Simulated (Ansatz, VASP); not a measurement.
Two plane-wave programs on AlO3

```
Al O
1.0
     2.88625    1.66638    1.56824
    -2.88625    1.66638    1.56824
     0.00000   -3.33276    1.56824
Al O
1 3
Cartesian
  0.0000 0.0000 0.0000
  1.4431 0.8332 0.7841
  -1.4431 0.8332 0.7841
  0.0000 -1.6664 0.7841
```

Alike in both runs: task relaxation of cell and atoms; functional PBE; k mesh 15 × 15 × 15; occupations gaussian, width 0.1 eV; no spin polarisation.

|  | VASP | Ansatz |
| --- | --- | --- |
| version | VASP 6.6.1 | Ansatz 0.2.0 |
| potentials or method | VASP PAW PBE potentials, release 64 (Al, O) | scalar-relativistic, plane waves, PAW |
| plane-wave cutoff (eV) | 600 | 420 |
| valence electrons in the cell | 21 | 21 |

Ansatz gave:

```
gap on the k mesh at the Fermi level, each at its own relaxed structure (eV) : none
relaxed volume (Å³/atom)                                                     : 11.37
relaxed cell length with the largest relative difference (Å)                 : 3.684
```

Q: Which values does VASP return?

A: gap on the k mesh at the Fermi level, each at its own relaxed structure (eV): none; relaxed volume (Å³/atom): 11.33; relaxed cell length with the largest relative difference (Å): 3.681.

A gap of «none» marks a metal or a gap that the smearing closes.

Caveats: an odd number of electrons without spin polarisation forces a metal; a magnetic or distorted state may lie lower.
